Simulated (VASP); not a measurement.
## CaSe: single point with PBE

**Measured values to compare with.**

A printed reference work, monograph, original work of 1988 reports, for a bulk crystal of CaSe at 2 K: band gap 3.85 eV (indirect).

Crystal: CaSe.

```
Ca Se
1.0
     0.00000    2.96753    2.96753
     2.96753    0.00000    2.96753
     2.96753    2.96753    0.00000
Ca Se
1 1
Direct
  0.00000 0.00000 0.00000
  0.50000 0.50000 0.50000
```

* Program: VASP 6.6.1
* Task: single point
* Functional: PBE
* Potentials or basis: VASP PAW PBE potentials, release 64 (Ca_sv, Se)
* Cutoff: 520 eV
* k mesh: 6 × 6 × 6
* Occupations: gaussian, width 0.01 eV
* Spin: no spin polarisation
* Dipole correction: no
* Further INCAR settings: ALGO = Normal; EDIFF = 1e-07; NBANDS = 15

```json
{
  "Pressure": "0.7 GPa",
  "Band gap on the k mesh": "2.05 eV, indirect (least direct gap 2.97 eV)"
}
```

Levels at points of the mesh, in eV from the valence-band top:
```
           k point  band 4  band 5  band 6  band 7  band 8  band 9  band 10  band 11  band 12  band 13
(0.00, 0.00, 0.00)  -20.77  -11.76    0.00    0.00    0.00    3.29     3.71     3.71     3.71     4.27
(0.50, 0.00, 0.00)  -20.78  -11.09   -3.25   -1.18   -1.18    4.50     5.45     5.48     5.48     7.46
(0.50, 0.50, 0.00)  -20.80  -11.20   -2.49   -0.92   -0.92    2.05     5.01     5.02     5.98     6.01
```

Wall time 34 s on 1 thread of AMD EPYC 7R13, on a shared host, peak memory 0.15 GiB.

Measured gap of CaSe: 3.85 eV (indirect; 2 K; a printed reference work, monograph, original work of 1988). This calculation gives 2.05 eV (-1.80 eV). Spin-orbit coupling on Se is left out. The value is that of PBE on a finite k mesh, which can miss the band edges, without temperature or zero-point motion. Semilocal functionals fall short of measured gaps as a rule.
